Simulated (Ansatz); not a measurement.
# V (Im-3m) in Ansatz: further runs

One crystal, V, is run at these levels: PBE; tasks: single point.

All numbers are computed with Ansatz 0.2.0; they aren't measurements. Logs are shortened: lines on timing, memory, paths and dates and some standing lists are left out, and cuts for length are marked.

### 1 The undisturbed crystal

It takes space group Im-3m (No. 229, cubic). The conventional cell has a = 3.029 Å, b = 3.029 Å, c = 3.029 Å, α = 90.00°, β = 90.00°, γ = 90.00°. V (site symmetry m-3m) is surrounded by 8 V at 2.62 Å.

### 2 Single point, PBE, collinear spin, ferromagnetic start (strain = -0.01)

File input.yaml:

```yaml
crystal:
  lattice:
    - [-1.4992065, 1.4992065, 1.51435]
    - [1.4992065, -1.4992065, 1.51435]
    - [1.4992065, 1.4992065, -1.51435]
  atoms:
    - { symbol: V, position: [0.0, 0.0, 0.0], spin: 2.0 }
kpoints:
  mp_grid: { grid: [9, 9, 9] }
scf:
  occupations: { method: fermi_dirac, width: 0.05 }
hamiltonian:
  xc: pbe
  pseudopotentials: { kind: all_electron, lapw: { basis_error: 0.001 } }
magnetization:
  spin_polarized: true
output:
  forces: true
  stress: true
  eigenvalues: true
```

Potentials or basis: all-electron LAPW, scalar-relativistic.

Command:

```bash
> ansatz run input.yaml --threads 2 --pin off --max-ram 6144MiB --backend cpu --events-out ev --progress --plain --runs-dir out
```

What it wrote:

```text
Warning: RAYON_NUM_THREADS=2 ignored (pool sized by the plan → 2); use --threads N
LAPW: plane waves up to 8.286 Å⁻¹, error target 1.0e-3 eV per atom; small_component_spin mean_spin; V in spheres of 1.303 Å, 13 of its electrons in bands, Dirac shells [] (how accurate: hamiltonian.pseudopotentials.lapw.basis_error, Limitations)
Engine: ansatz 0.2.0, aarch64-unknown-linux-gnu
Pseudopotentials: kind: all_electron
Pseudopotential: V, LAPW, valence charge 13, lapw/all_electron/scalar/gaussian/V, Koelling and Harmon's equation, gaussian nucleus
Functional definition: PBE
  parameter kappa = 0.804
  parameter beta = 0.06672455060314922
  exchange = pbe_x(kappa = kappa, mu = beta*pi^2/3)
  correlation = pbe_c(beta = beta)
Crystal: 1 atoms, lattice volume = 13.615 Å³
Basis set: ecut = 261.5685668829695 eV, 135 PW (Γ), exchange–correlation at level 2
Bands: 12, of which v1, the nominal top of the filled ones, is band 7 counted from 1 (6 counted from 0)
Symmetry: 16 space group operations
Space group: I4/mmm (ITA 139), of the structure as read, at distance tolerance 2.4e-5 Å
Magnetic group: BNS 139.531 (UNI 1191), of the structure as read, at distance tolerance 2.4e-5 Å
k-points: 75 of 729
Non-local potential: V, projectors of the file, none
Initial density: superposition of atomic densities (chi_scale 0.1, normalization cell)
Starting moments: Σ|m| = 2 μB on 1 of 1 site
Initial wavefunctions: plane waves of lowest kinetic energy (no species holds an atomic orbital)
Functional: x = pbe(κ = 0.804, μ = 0.2195149727645171), c = pbe(β = 0.06672455060314922)
iter 1 solved again at ethr=3.23e-4 eV; its pass at ethr=1.00e-1 eV (dr2=4.19e-2 eV) is discarded
SCF iter   1: F=—  HF=-25832.389808 eV  |F-HF|=—  |Δ(HF+E_count)|=         —  Δρ=7.18e-2 (↑7.18e-2 ↓6.09e-2)  dr2=4.24e-2  dr2_m=5.36e-1  M=0.429 μB ∫|m|=0.429 μB  β_m=0.30  ethr=3.23e-4  ⟨swp⟩=2.9  Hψ=12724  notcnv=0
Mixer restart at iter 1: flushing history
preconditioner: auto → none  [metal: Δε(μ)=0.038 eV  Ē_g=8.735 eV  σ=0.050 eV  W_gap=0.18  n_scr=0 (ndim 8)  ℏωp=22.5 eV  f_vac=0.000  D(μ)=1.03/eV (n_scr^D=12)]
SCF iter   2: F=—  HF=-25832.154257 eV  |F-HF|=—  |Δ(HF+E_count)|=   2.36e-1  Δρ=4.86e-2 (↑4.86e-2 ↓4.36e-2)  dr2=8.72e-3  dr2_m=2.62e-1  M=0.428 μB ∫|m|=0.428 μB  β_m=0.62  ethr=3.23e-4  ⟨swp⟩=2.4  Hψ=5597  notcnv=0
SCF iter   3: F=—  HF=-25832.127267 eV  |F-HF|=—  |Δ(HF+E_count)|=   2.70e-2  Δρ=1.11e-2 (↑1.11e-2 ↓7.35e-3)  dr2=7.49e-3  dr2_m=8.26e-3  M=0.289 μB ∫|m|=0.289 μB  β_m=0.54  ethr=6.71e-5  ⟨swp⟩=2.9  Hψ=5785  notcnv=0
iter 4 solved again at ethr=3.19e-8 eV; its pass at ethr=5.76e-5 eV (dr2=4.15e-6 eV) is discarded
SCF iter   4: F=—  HF=-25832.088514 eV  |F-HF|=—  |Δ(HF+E_count)|=         —  Δρ=3.17e-3 (↑3.17e-3 ↓3.16e-3)  dr2=4.30e-6  dr2_m=1.25e-3  M=0.242 μB ∫|m|=0.242 μB  β_m=0.77  ethr=3.19e-8  ⟨swp⟩=3.5  Hψ=9489  notcnv=0
the basis was enlarged: its passes take 313.2 KiB over the memory plan, 2 of 2 planned eigensolver slots
SCF iter   5: F=—  HF=-25832.089058 eV  |F-HF|=—  |Δ(HF+E_count)|=   5.43e-4  Δρ=1.38e-3 (↑1.32e-3 ↓1.38e-3)  dr2=5.25e-6  dr2_m=2.24e-4  M=0.203 μB ∫|m|=0.203 μB  β_m=0.88  ethr=3.19e-8  ⟨swp⟩=3.1  Hψ=5357  notcnv=0
SCF iter   6: F=—  HF=-25832.089608 eV  |F-HF|=—  |Δ(HF+E_count)|=   5.51e-4  Δρ=3.84e-4 (↑3.58e-4 ↓3.84e-4)  dr2=1.22e-6  dr2_m=1.67e-5  M=0.131 μB ∫|m|=0.131 μB  β_m=0.94  ethr=3.19e-8  ⟨swp⟩=3.9  Hψ=5927  notcnv=0
SCF iter   7: F=—  HF=-25832.089662 eV  |F-HF|=—  |Δ(HF+E_count)|=   5.38e-5  Δρ=1.76e-4 (↑1.76e-4 ↓1.73e-4)  dr2=2.57e-8  dr2_m=3.81e-6  M=0.099 μB ∫|m|=0.099 μB  β_m=0.97  ethr=9.41e-9  ⟨swp⟩=3.6  Hψ=5670  notcnv=0
SCF iter   8: F=—  HF=-25832.089668 eV  |F-HF|=—  |Δ(HF+E_count)|=   6.38e-6  Δρ=9.80e-5 (↑9.80e-5 ↓9.61e-5)  dr2=4.22e-9  dr2_m=1.17e-6  M=0.088 μB ∫|m|=0.088 μB  β_m=0.99  ethr=1.98e-10  ⟨swp⟩=4.0  Hψ=6095  notcnv=0
SCF iter   9: F=—  HF=-25832.089672 eV  |F-HF|=—  |Δ(HF+E_count)|=   3.35e-6  Δρ=5.44e-5 (↑5.44e-5 ↓5.29e-5)  dr2=2.20e-9  dr2_m=3.59e-7  M=0.077 μB ∫|m|=0.077 μB  β_m=0.99  ethr=3.24e-11  ⟨swp⟩=4.0  Hψ=6336  notcnv=0
SCF iter  10: F=—  HF=-25832.089673 eV  |F-HF|=—  |Δ(HF+E_count)|=   1.21e-6  Δρ=3.12e-5 (↑3.12e-5 ↓3.05e-5)  dr2=4.64e-10  dr2_m=1.19e-7  M=0.071 μB ∫|m|=0.071 μB  β_m=1.00  ethr=1.69e-11  ⟨swp⟩=4.0  Hψ=6254  notcnv=0
SCF iter  11: F=—  HF=-25832.089674 eV  |F-HF|=—  |Δ(HF+E_count)|=   5.43e-7  Δρ=1.69e-5 (↑1.69e-5 ↓1.64e-5)  dr2=2.07e-10  dr2_m=3.46e-8  M=0.065 μB ∫|m|=0.065 μB  β_m=1.00  ethr=3.57e-12  ⟨swp⟩=4.5  Hψ=6670  notcnv=0
SCF iter  12: F=—  HF=-25832.089674 eV  |F-HF|=—  |Δ(HF+E_count)|=   1.73e-7  Δρ=8.56e-6 (↑8.56e-6 ↓8.27e-6)  dr2=6.27e-11  dr2_m=8.82e-9  M=0.061 μB ∫|m|=0.061 μB  β_m=1.00  ethr=1.59e-12  ⟨swp⟩=4.5  Hψ=6680  notcnv=0
SCF iter  13: F=—  HF=-25832.089674 eV  |F-HF|=—  |Δ(HF+E_count)|=   4.53e-8  Δρ=3.06e-6 (↑3.06e-6 ↓2.94e-6)  dr2=1.40e-11  dr2_m=1.12e-9  M=0.058 μB ∫|m|=0.058 μB  β_m=1.00  ethr=1.00e-12  ⟨swp⟩=4.5  Hψ=6654  notcnv=0
SCF iter  14: F=—  HF=-25832.089674 eV  |F-HF|=—  |Δ(HF+E_count)|=  3.64e-10  Δρ=7.74e-7 (↑7.74e-7 ↓7.04e-7)  dr2=2.69e-12  dr2_m=6.74e-11  M=0.057 μB ∫|m|=0.057 μB  β_m=1.00  ethr=1.00e-12  ⟨swp⟩=4.0  Hψ=6157  notcnv=0
SCF iter  15: F=—  HF=-25832.089674 eV  |F-HF|=—  |Δ(HF+E_count)|=   2.26e-9  Δρ=1.12e-7 (↑6.81e-8 ↓1.12e-7)  dr2=1.06e-12  dr2_m=6.77e-13  M=0.056 μB ∫|m|=0.056 μB  β_m=0.73  ethr=1.00e-12  ⟨swp⟩=3.2  Hψ=5482  notcnv=0
SCF iter  16: F=-25832.089674 eV  HF=-25832.089674 eV  |F-HF|=3.64e-12  |Δ(HF+E_count)|=  1.60e-10  Δρ=8.62e-8 (↑8.62e-8 ↓5.00e-8)  dr2=7.90e-13  dr2_m=3.46e-13  M=0.056 μB ∫|m|=0.056 μB  ethr=1.00e-12  ⟨swp⟩=2.0  Hψ=4764  notcnv=0
SCF 1 converged in 16 iterations: F = -25832.089674 eV  dr2 = 7.90e-13
SCF converged after 16 iterations
Magnetization: 0.0563 μB (6.5282 up, 6.4718 down)
Absolute magnetization: 0.0563 μB (∫|ρ↑−ρ↓|)
Spin contamination: 0.0000 ħ² per cell (⟨S²⟩ above its minimum at these occupations)
Per-site moments (μB) at R_I (Å): [(0.04749088047439365, 1.3027371165618433)]
Free energy (F): -25832.089674 eV
Harris-Foulkes:  -25832.089674 eV  (|F-HF|=3.64e-12)
Internal energy: -25832.069953 eV  (E = F + TS)
E sigma→0 (E₀):  -25832.079813 eV
Entropy (-TS):   -0.019721 eV (-19.721 meV/atom)
Fermi energy:    16.911437 eV
--- Per-component energies (eV) ---
  E_band       = -140.130570
  E_kinetic    = 26106.124385
  E_xc         = -1236.348797
  E_electrostatic = -50701.845540  (all electrons and nuclei)
  E_smearing   = -0.019721  (= −TS)
  E_closure    = 0.000000  (closes the sum)
  E_atoms      = -25823.683572  (free atoms, spherical and without spin; not in F)
  Σ components = -25832.089674   (vs F -25832.089674, Δ=0.00e0)
  Basis errors (estimates in eV, not in F): energy 2.3e-4 per atom: plane waves 2.1e-4 (1.1e-4 summed), levels above the bands 2.5e-107, relativity 1.0e-8, radial functions 2.6e-5, core shells 1.0e-7; eigenvalues (radial functions only) 1.4e-6; not estimated: angular momenta, meshes, grids; target (lapw.basis_error) 1.0e-3; muffin-tin radii V 1.303 Å
--- Forces (eV/Å), atoms counted from 1 ---
  atom   1  V      0.00000000     0.00000000    -0.00000000
  max |Σ_I F_I| component: 9.86e-32 eV/Å
--- Stress (GPa, compression-positive) ---
       -2.239216      -0.000000      -0.000000
       -0.000000      -2.239216      -0.000000
       -0.000000      -0.000000      -2.693641
  P = ⅓ Tr σ = -2.3907 GPa (-23.907 kbar)
--- Band table (eV; the first three rows and the last of 150) ---
  k-point 0 ↑: bands = ["-46.8582", "-20.1725", "-20.1725", "-20.1696", "10.2561", "17.2280", "17.2280", "17.3053", "19.2076", "19.3005", "37.1329", "37.3397"]
  k-point 1 ↑: bands = ["-46.8361", "-20.2787", "-20.2028", "-20.1738", "10.7444", "17.0206", "17.2384", "17.5768", "19.0976", "19.2301", "36.3760", "37.1274"]
  k-point 2 ↑: bands = ["-46.7798", "-20.5424", "-20.2860", "-20.1770", "12.0263", "16.5291", "16.9236", "18.5335", "18.9556", "19.3171", "33.7224", "35.7653"]
  k-point 74 ↓: bands = ["-46.5063", "-20.7274", "-20.7208", "-20.7066", "14.0471", "14.0730", "20.1989", "20.2005", "20.4685", "26.0707", "27.3812", "27.6938"]
```

Run time: 9.3 s. Hardware: 2 threads of Arm Neoverse V1, shared host; peak memory 0.34 GiB.

Results:

* Free energy: -25832.0897 eV
* Pressure: -2.4 GPa
* Band gap on the k mesh: none (metal or under the smearing width)
* Net moment: 0.06 μB per cell
* Absolute moment: 0.06 μB per cell
* Site moments: V +0.05 μB

Caveat: the k mesh is thin for a metal, which can move the energy by tens of meV per atom; the starting moments weren't kept.

### 3 Single point, PBE, collinear spin, ferromagnetic start (strain = -0.04)

Changes to input.yaml since step 2:

```diff
@@ -2,5 +2,5 @@
   lattice:
-    - [-1.4992065, 1.4992065, 1.51435]
-    - [1.4992065, -1.4992065, 1.51435]
-    - [1.4992065, 1.4992065, -1.51435]
+    - [-1.453776, 1.453776, 1.51435]
+    - [1.453776, -1.453776, 1.51435]
+    - [1.453776, 1.453776, -1.51435]
   atoms:
```

Potentials or basis: all-electron LAPW, scalar-relativistic.

Command:

```bash
> ansatz run input.yaml --threads 2 --pin off --max-ram 6144MiB --backend cpu --events-out ev --progress --plain --runs-dir out
```

It took 7.9 s on 2 threads of Arm Neoverse V1, shared host; peak memory 0.33 GiB.

It converged, with:

```
Free energy            : -25832.0686 eV
Pressure               : 9.5 GPa
Band gap on the k mesh : none (metal or under the smearing width)
Net moment             : 0.00 μB per cell
Absolute moment        : 0.00 μB per cell
```

Stress tensor (GPa, compression positive):
```
11.63  0.00  0.00
 0.00 11.63  0.00
 0.00  0.00  5.35
```

Levels at points of the mesh, in eV from the Fermi level:
Spin up:
```
           k point  band 4  band 5  band 6  band 7  band 8  band 9
(0.00, 0.00, 0.00)  -36.90   -6.77    0.26    0.26    0.60    2.30
```
Spin down:
| k point | band 2 | band 3 | band 4 | band 5 | band 6 | band 7 | band 8 | band 9 | band 10 | band 11 |
| --- | --- | --- | --- | --- | --- | --- | --- | --- | --- | --- |
| (0.00, 0.00, 0.00) | -36.90 | -36.90 | -36.90 | -6.77 | 0.26 | 0.26 | 0.60 | 2.30 | 2.70 | 20.31 |

Caveat: the k mesh is thin for a metal, which can move the energy by tens of meV per atom; the starting moments weren't kept.

### 4 Single point, PBE, collinear spin, ferromagnetic start (strain = 0.01)

Changes to input.yaml since step 3:

```diff
@@ -2,5 +2,5 @@
   lattice:
-    - [-1.453776, 1.453776, 1.51435]
-    - [1.453776, -1.453776, 1.51435]
-    - [1.453776, 1.453776, -1.51435]
+    - [-1.5294935, 1.5294935, 1.51435]
+    - [1.5294935, -1.5294935, 1.51435]
+    - [1.5294935, 1.5294935, -1.51435]
   atoms:
```

Command:

```bash
> ansatz run input.yaml --threads 2 --pin off --max-ram 6144MiB --backend cpu --events-out ev --progress --plain --runs-dir out
```

Wall time 7.4 s (2 threads of Arm Neoverse V1, shared host); peak memory 0.33 GiB.

The run converged. Its results:

| Property | Result |
| --- | --- |
| Free energy | -25832.0706 eV |
| Pressure | -8.5 GPa |
| Band gap on the k mesh | none (metal or under the smearing width) |
| Net moment | 0.16 μB per cell |
| Absolute moment | 0.16 μB per cell |
| Site moments | V +0.13 μB |

Stress tensor (GPa, compression positive):
```
-8.67  0.00  0.00
 0.00 -8.67  0.00
 0.00  0.00 -8.08
```

Levels at points of the mesh, in eV from the Fermi level:
Spin up:
| k point | band 3 | band 4 | band 5 | band 6 | band 7 | band 8 | band 9 | band 10 | band 11 | band 12 |
| --- | --- | --- | --- | --- | --- | --- | --- | --- | --- | --- |
| (0.00, 0.00, 0.00) | -37.22 | -37.22 | -6.58 | 0.25 | 0.33 | 0.33 | 2.18 | 2.27 | 19.96 | 19.96 |
Spin down:
```csv
k point,band 4,band 5,band 6,band 7,band 8,band 9
"(0.00, 0.00, 0.00)",-37.11,-6.46,0.39,0.46,0.46,2.25
```

Caveat: the k mesh is thin for a metal, which can move the energy by tens of meV per atom; the starting moments weren't kept.

### 5 The runs side by side

```csv
cell,cutoff (eV),gap on the mesh (eV),pressure (GPa),moment (μB)
strain = -0.01,262,none,-2.4,0.06
strain = -0.04,274,none,9.5,0.00
strain = 0.01,254,none,-8.5,0.16
```

Alike in all rows: task single point; level PBE; potentials or basis all-electron LAPW, scalar-relativistic; spin collinear, ferromagnetic start; k mesh 9 × 9 × 9; smearing fermi-dirac 0.05 eV; basis error allowed 0.001 eV/atom.

Caveats: the k mesh is thin for a metal, which can move the energy by tens of meV per atom; the starting moments weren't kept.

Compare energies only between runs with the same functional and basis.
